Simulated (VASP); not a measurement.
# KF (R-3m) in VASP: a series of runs

The runs below take KF through single point, with r2SCAN, PBE.

Everything below comes from runs of VASP 6.6.1. Logs are shortened: lines on timing, memory, paths and dates and some standing lists are left out, and cuts for length are marked.

### Step 1. The cell of the first run

Symmetry: R-3m, No. 166, trigonal system. The conventional cell has a = 3.760 Å, b = 3.760 Å, c = 9.017 Å, α = 90.00°, β = 90.00°, γ = 120.00°. K (site symmetry -3m) is surrounded by 6 F at 2.64 Å. F (site symmetry -3m) has 6 K at 2.64 Å as nearest neighbours.

The cell was built by a generator and needn't be a form met in nature.

### Step 2. Single point, r2SCAN (shear_111 strain -2.1%)

POSCAR reads:

```
KF
1.0
   -0.0374027121      2.6215578671      2.6215578671
    2.6215578671     -0.0374027121      2.6215578671
    2.6215578671      2.6215578671     -0.0374027121
K F
1 1
Direct
    0.0000000000      0.0000000000      0.0000000000
    0.5000000000      0.5000000000      0.5000000000
```

INCAR.step1 reads:

```
SYSTEM = KF
PREC     = Accurate       ! precision mode
ENCUT    = 520            ! plane-wave cutoff, eV
ISMEAR   = 0              ! smearing method
SIGMA    = 0.01           ! smearing width, eV
LREAL    = .FALSE.        ! projectors in reciprocal space
LASPH    = .TRUE.         ! aspherical terms in the spheres
NELM     = 60             ! most SCF steps
NBANDS   = 15             ! bands
GGA      = PE             ! functional
ALGO     = Normal         ! electronic algorithm
EDIFF    = 1E-4           ! SCF threshold, eV
LWAVE    = .TRUE.         ! write WAVECAR
LCHARG   = .FALSE.        ! write CHGCAR
```

INCAR.step2 reads:

```
SYSTEM = KF
PREC     = Accurate       ! precision mode
ENCUT    = 520            ! plane-wave cutoff, eV
EDIFF    = 1E-6           ! SCF threshold, eV
ISMEAR   = 0              ! smearing method
SIGMA    = 0.01           ! smearing width, eV
LREAL    = .FALSE.        ! projectors in reciprocal space
LASPH    = .TRUE.         ! aspherical terms in the spheres
NELM     = 60             ! most SCF steps
ALGO     = Normal         ! electronic algorithm
ISIF     = 2              ! what is computed and relaxed
LWAVE    = .FALSE.        ! write WAVECAR
LCHARG   = .TRUE.         ! write CHGCAR
METAGGA  = R2SCAN         ! meta-GGA
LMIXTAU  = .TRUE.       
LELF     = .TRUE.         ! ELF
LVHAR    = .TRUE.       
NBANDS   = 15             ! bands
ISTART   = 1
```

KPOINTS reads:

```
Automatic mesh
0
G
  8 8 8
  0 0 0
```

Potentials or basis: VASP PAW PBE potentials, release 64 (K_sv, F).

Launch:

```sh
> cat potpaw_PBE.64/K_sv/POTCAR potpaw_PBE.64/F/POTCAR > POTCAR
> cp INCAR.step1 INCAR
> mpirun -np 1 vasp_std > vasp.out
> cp INCAR.step2 INCAR
> mpirun -np 1 vasp_std > vasp.out
```

OUTCAR:

```text
SYSTEM = KF
   PREC = Accurate
   ENCUT = 520
   EDIFF = 1E-6
   ISMEAR = 0
   LREAL = .FALSE.
   LASPH = .TRUE.
   NELM = 60
   ISIF = 2
   METAGGA = R2SCAN
   ISTART = 1

 ion  position               nearest neighbor table
   1  0.000  0.000  0.000-   2 2.64   2 2.64   2 2.64   2 2.64   2 2.64   2 2.64
   2  0.500  0.500  0.500-   1 2.64   1 2.64   1 2.64   1 2.64   1 2.64   1 2.64

  LATTYP: Found a trigonal (rhomboedric) cell.
 ALAT       =     3.7076313549
 COS(alpha) =     0.4856832069

  Lattice vectors:

 A1 = (  -0.0374027121,   2.6215578671,   2.6215578671)
 A2 = (   2.6215578671,  -0.0374027121,   2.6215578671)
 A3 = (   2.6215578671,   2.6215578671,  -0.0374027121)

Analysis of symmetry for initial positions (statically):
=====================================================================
 Subroutine PRICEL returns:
 Original cell was already a primitive cell.

 Routine SETGRP: Setting up the symmetry group for a
 trigonal (rhombohedral) supercell.

 Subroutine GETGRP returns: Found 12 space group operations
 (whereof 12 operations were pure point group operations)
 out of a pool of 12 trial point group operations.

The static configuration has the point symmetry D_3d.

Analysis of symmetry for dynamics (positions and initial velocities):
=====================================================================
 Subroutine PRICEL returns:
 Original cell was already a primitive cell.

 Routine SETGRP: Setting up the symmetry group for a
 trigonal (rhombohedral) supercell.

 Subroutine GETGRP returns: Found 12 space group operations
 (whereof 12 operations were pure point group operations)
 out of a pool of 12 trial point group operations.

The dynamic configuration has the point symmetry D_3d.

 Subroutine INISYM returns: Found 12 space group operations
 (whereof 12 operations are pure point group operations),
 and found     1 'primitive' translations

----------------------------------------------------------------------------------------

                                     Primitive cell

  volume of cell :      36.8048

  direct lattice vectors                    reciprocal lattice vectors
    -0.037402712  2.621557867  2.621557867    -0.186692325  0.189394484  0.189394484
     2.621557867 -0.037402712  2.621557867     0.189394484 -0.186692325  0.189394484
     2.621557867  2.621557867 -0.037402712     0.189394484  0.189394484 -0.186692325

  length of vectors
     3.707631355  3.707631355  3.707631355     0.326488232  0.326488232  0.326488232

  position of ions in fractional coordinates (direct lattice)
[... 85 lines left out ...]
   ISIF   =      2    stress and relaxation
   ISYM   =      2    0-nonsym 1-usesym 2-fastsym
   POTIM  = 0.5000    time-step for ionic-motion
   TEBEG  =    0.0;   TEEND  =   0.0 temperature during run
   PSTRESS=    0.0 pullay stress
   NELECT =      16.0000    total number of electrons
   NUPDOWN=      -1.0000    fix difference up-down
   EMIN   =  10.00;   EMAX   =-10.00  energy-range for DOS
   EFERMI =   0.00;   METHOD = LEGACY
   ISMEAR =     0;   SIGMA  =   0.01  broadening in eV -4-tet -1-fermi 0-gaus
   EFERMI_NEDOS =   21; number of points for ismear=-14 and -15
   IALGO  =     38    algorithm
   IMIX   =      4    mixing-type and parameters
     AMIX     =   0.40;   BMIX     =  1.00
     AMIX_MAG =   1.60;   BMIX_MAG =  1.00
  volume/ion in A,a.u.               =      18.40       124.19
  Fermi-wavevector in a.u.,A,eV,Ry     =   1.240167  2.343576 20.925952  1.538014
  Thomas-Fermi vector in A             =   2.374619
   LORBIT       =      0    0 simple, 1 ext, 2 COOP (PROOUT), +10 PAW based schemes
   METAGGA = R2SCAN    functional components
   LHFCALC =     F    Hartree Fock is set to
   AEXX    =    0.0000 exact exchange contribution
   IVDW    =     0    specifies the selected vdW correction
   LEPSILON=     F    determine dielectric tensor
   LRPA    =     F    only Hartree local field effects (RPA)
 non-spin polarized calculation
 Gauss-broadening in eV      SIGMA  =   0.01
  energy-cutoff  :      520.00
  volume of cell :       36.80
 maximum number of plane-waves:      1002
   NGX = 13   NGY = 13   NGZ = 13

 number of electron      16.0000013 magnetization

 Free energy of the ion-electron system (eV)
  ---------------------------------------------------
  ext. energy  EPLUGINS =         0.00000000
  ---------------------------------------------------
  free energy    TOTEN  =       -14.96923645 eV

  energy without entropy =      -14.96923645  energy(sigma->0) =      -14.96923645

 E-fermi :  -3.1327     XC(G=0):  -9.0803

 val. band max:       -3.2404843470   @ k =   0.0000   0.0000   0.0000
 cond. band min:       3.7704783225   @ k =   0.0000   0.0000   0.0000
 fundamental gap:      7.0109626695
 Fermi energy:        -3.1327126969

 k-point     1 :       0.0000    0.0000    0.0000
  band No.  band energies     occupation
      1     -30.2811      2.00000
      2     -23.0612      2.00000
      3     -12.7414      2.00000
      4     -12.7414      2.00000
      5     -12.7323      2.00000
      6      -3.2593      2.00000
      7      -3.2593      2.00000
      8      -3.2405      2.00000
      9       3.7705      0.00000
     10       8.2152      0.00000
     11       8.2152      0.00000
     12       8.4533      0.00000
     13      10.2104      0.00000
     14      10.2104      0.00000
[... 401 lines left out ...]
      2     -23.1283      2.00000
      3     -12.9342      2.00000
      4     -12.8497      2.00000
      5     -12.7454      2.00000
      6      -3.8293      2.00000
      7      -3.5598      2.00000
      8      -3.3672      2.00000
      9       5.9563      0.00000
     10       7.3593      0.00000
     11       9.2710      0.00000
     12       9.6066      0.00000
     13      11.0217      0.00000
     14      11.3853      0.00000
     15      16.2939      0.00000

 [... further k-points ...]
[... 5 lines left out ...]
  --------------------------------------------------------------------------------------
  -------------------------------------------------------------------------------------
  Total        0.1782524      0.1782524      0.1782524      0.0367995      0.0367995      0.0367995
  in kB        7.7596473      7.7596473      7.7596473      1.6019482      1.6019482      1.6019482
  external PRESSURE =       7.7596473 kB  Pullay stress =       0.0000000 kB

 VOLUME and BASIS-vectors are now :
 -----------------------------------------------------------------------------
  energy-cutoff  :      520.00
  volume of cell :       36.80
      direct lattice vectors                 reciprocal lattice vectors
    -0.037402712  2.621557867  2.621557867    -0.186692325  0.189394484  0.189394484
     2.621557867 -0.037402712  2.621557867     0.189394484 -0.186692325  0.189394484
     2.621557867  2.621557867 -0.037402712     0.189394484  0.189394484 -0.186692325

 POSITION                                       TOTAL-FORCE (eV/Angst)
 -----------------------------------------------------------------------------------
      0.00000      0.00000      0.00000         0.000000      0.000000      0.000000
      2.60286      2.60286      2.60286        -0.000000     -0.000000     -0.000000
 -----------------------------------------------------------------------------------
    total drift:                                0.000000      0.000000      0.000000

  FREE ENERGIE OF THE ION-ELECTRON SYSTEM (eV)
  ---------------------------------------------------
  free  energy   TOTEN  =       -14.9692364465 eV

  energy  without entropy=      -14.9692364465  energy(sigma->0) =      -14.96923645
```

OUTCAR.step1:

```text
SYSTEM = KF
   PREC = Accurate
   ENCUT = 520
   ISMEAR = 0
   LREAL = .FALSE.
   LASPH = .TRUE.
[... 655 lines left out ...]
      0.00000      0.00000      0.00000        -0.000000      0.000000     -0.000000
      2.60286      2.60286      2.60286         0.000000     -0.000000      0.000000
 -----------------------------------------------------------------------------------
    total drift:                                0.000000      0.000000      0.000000

  FREE ENERGIE OF THE ION-ELECTRON SYSTEM (eV)
  ---------------------------------------------------
  free  energy   TOTEN  =        -8.2699761626 eV

  energy  without entropy=       -8.2699761626  energy(sigma->0) =       -8.26997616
```

OSZICAR.step1:

```text
N       E                     dE             d eps       ncg     rms          rms(c)
DAV:   1     0.109425366109E+03    0.10943E+03   -0.81887E+03  1950   0.103E+03
DAV:   2    -0.489535374583E+01   -0.11432E+03   -0.10488E+03  2539   0.284E+02
DAV:   3    -0.939606570889E+01   -0.45007E+01   -0.44751E+01  2624   0.499E+01
DAV:   4    -0.952287340605E+01   -0.12681E+00   -0.12679E+00  2576   0.790E+00
DAV:   5    -0.952454725197E+01   -0.16738E-02   -0.16738E-02  2661   0.802E-01    0.639E+00
DAV:   6    -0.829828122435E+01    0.12263E+01   -0.34405E+00  2013   0.151E+01    0.424E+00
DAV:   7    -0.827125289777E+01    0.27028E-01   -0.66672E-02  2468   0.225E+00    0.239E+00
DAV:   8    -0.826781669368E+01    0.34362E-02   -0.49152E-02  2132   0.221E+00    0.192E-01
DAV:   9    -0.826932135093E+01   -0.15047E-02   -0.39017E-03  2538   0.518E-01    0.124E-01
DAV:  10    -0.826985958342E+01   -0.53823E-03   -0.46864E-04  2076   0.191E-01    0.587E-02
DAV:  11    -0.826997841450E+01   -0.11883E-03   -0.12397E-04  2029   0.951E-02    0.200E-02
DAV:  12    -0.826997616261E+01    0.22519E-05   -0.12225E-05  1451   0.380E-02
   1 F= -.82699762E+01 E0= -.82699762E+01  d E =-.584423E-40
```

Run time: 59 s. Hardware: 1 thread of Intel Xeon 6975P-C (Granite Rapids), shared host; peak memory 0.18 GiB.

What came out:

| Quantity | Value |
| --- | --- |
| Free energy | -14.9692 eV |
| Pressure | 0.8 GPa |
| Band gap on the k mesh | 7.01 eV, direct |

Levels at points of the mesh, in eV from the valence-band top:
| k point | band 5 | band 6 | band 7 | band 8 | band 9 | band 10 | band 11 | band 12 |
| --- | --- | --- | --- | --- | --- | --- | --- | --- |
| (0.00, 0.00, 0.00) | -9.49 | -0.02 | -0.02 | 0.00 | 7.01 | 11.46 | 11.46 | 11.69 |
| (0.50, 0.00, 0.00) | -9.53 | -0.82 | -0.39 | -0.35 | 9.80 | 11.49 | 12.96 | 13.18 |
| (0.50, 0.50, 0.00) | -9.72 | -0.20 | -0.07 | -0.05 | 8.78 | 11.41 | 12.71 | 14.80 |
| (0.50, 0.50, 0.50) | -9.54 | -0.82 | -0.40 | -0.40 | 9.86 | 11.58 | 13.11 | 13.11 |

Caveat: the PAW data sets were made with another functional, which shifts forces and pressure a little. A k mesh can miss the band edges.

### Step 3. Single point, PBE (hydrostatic strain -3.0%)

INCAR reads:

```
SYSTEM = KF
PREC = Accurate
ENCUT = 520
EDIFF = 1E-6
ISMEAR = -1
SIGMA = 0.02
LREAL = .False.
LASPH = .True.
NELM = 60
ALGO = Normal
ISIF = 2
LWAVE = .False.
LCHARG = .True.
GGA = PE
LELF = .True.
LVHAR = .True.
NBANDS = 15
```

KPOINTS reads:

```
Automatic mesh
0
Gamma
  8 8 8
  0 0 0
```

POSCAR reads:

```
KF
1.0
    0.0000000000      2.5805212422      2.5805212422
    2.5805212422      0.0000000000      2.5805212422
    2.5805212422      2.5805212422      0.0000000000
K F
1 1
Direct
    0.0000000000      0.0000000000      0.0000000000
    0.5000000000      0.5000000000      0.5000000000
```

Potentials or basis: VASP PAW PBE potentials, release 64 (K_sv, F).

Launch:

```sh
> cat potpaw_PBE.64/K_sv/POTCAR potpaw_PBE.64/F/POTCAR > POTCAR
> mpirun -np 1 vasp_std > vasp.out
```

It took 8.2 s on 1 thread of Intel Xeon 6975P-C (Granite Rapids), shared host; peak memory 0.16 GiB.

The run converged. Its results:

```
Free energy            : -8.2001 eV
Pressure               : 6.3 GPa
Band gap on the k mesh : 6.75 eV, direct
```

Levels at points of the mesh, in eV from the valence-band top:
| k point | band 4 | band 5 | band 6 | band 7 | band 8 | band 9 | band 10 | band 11 | band 12 | band 13 |
| --- | --- | --- | --- | --- | --- | --- | --- | --- | --- | --- |
| (0.00, 0.00, 0.00) | -9.03 | -9.03 | 0.00 | 0.00 | 0.00 | 6.75 | 10.96 | 10.96 | 10.96 | 12.78 |
| (0.50, 0.00, 0.00) | -9.07 | -9.07 | -0.92 | -0.44 | -0.44 | 9.50 | 11.42 | 12.57 | 12.57 | 15.00 |
| (0.50, 0.50, 0.00) | -9.32 | -9.32 | -0.14 | -0.03 | -0.03 | 8.27 | 10.90 | 12.68 | 14.17 | 14.89 |

### Step 4. Single point, r2SCAN (hydrostatic strain -3.0%)

POSCAR is that of step 3.

INCAR.step1 reads:

```
PREC = Accurate ; ENCUT = 520
ISMEAR = 0 ; SIGMA = 0.01
LREAL = False ; LASPH = True
NELM = 80 ; NBANDS = 15
GGA = PE ; ALGO = Normal
EDIFF = 1E-4 ; LWAVE = True
LCHARG = False
```

INCAR.step2 reads:

```
PREC = Accurate ; ENCUT = 520
EDIFF = 1E-6 ; ISMEAR = 0
SIGMA = 0.01 ; LREAL = False
LASPH = True ; NELM = 80
ALGO = Normal ; ISIF = 2
LWAVE = False ; LCHARG = False
METAGGA = R2SCAN ; LMIXTAU = True
NBANDS = 15 ; ISTART = 1
```

KPOINTS reads:

```
Automatic mesh
0
Gamma
  8 8 8
```

Launch:

```sh
> cat potpaw_PBE.64/K_sv/POTCAR potpaw_PBE.64/F/POTCAR > POTCAR
> cp INCAR.step1 INCAR
> mpirun -np 1 vasp_std > vasp.out
> cp INCAR.step2 INCAR
> mpirun -np 1 vasp_std > vasp.out
```

Run time: 31 s. Hardware: 1 thread of Intel Xeon 6975P-C (Granite Rapids), shared host; peak memory 0.17 GiB.

Results (log left out):

* Free energy: -14.9315 eV
* Pressure: 4.0 GPa
* Band gap on the k mesh: 7.42 eV, direct

Levels at points of the mesh, in eV from the valence-band top:
| k point | band 6 | band 7 | band 8 | band 9 | band 10 | band 11 |
| --- | --- | --- | --- | --- | --- | --- |
| (0.00, 0.00, 0.00) | 0.00 | 0.00 | 0.00 | 7.42 | 11.73 | 11.73 |
| (0.50, 0.00, 0.00) | -0.89 | -0.43 | -0.43 | 10.12 | 12.07 | 13.42 |
| (0.50, 0.50, 0.00) | -0.13 | -0.02 | -0.02 | 8.83 | 11.83 | 13.32 |

Caveat: the PAW data sets were made with another functional, which shifts forces and pressure a little. A k mesh can miss the band edges.

### Step 5. Summary

```csv
level,cell,smearing,gap on the mesh (eV),pressure (GPa)
r2SCAN,shear_111 strain -2.1%,gaussian 0.01 eV,7.01,0.8
PBE,hydrostatic strain -3.0%,fermi-dirac 0.02 eV,6.75,6.3
r2SCAN,hydrostatic strain -3.0%,gaussian 0.01 eV,7.42,4.0
```

Alike in all rows: task single point; potentials or basis VASP PAW PBE potentials, release 64 (K_sv, F); no spin polarisation; k mesh 8 × 8 × 8; cutoff (eV) 520.

Caveats: the PAW data sets were made with another functional, which shifts forces and pressure a little (some runs).

Absolute energies hang on the potentials; compare differences alone.
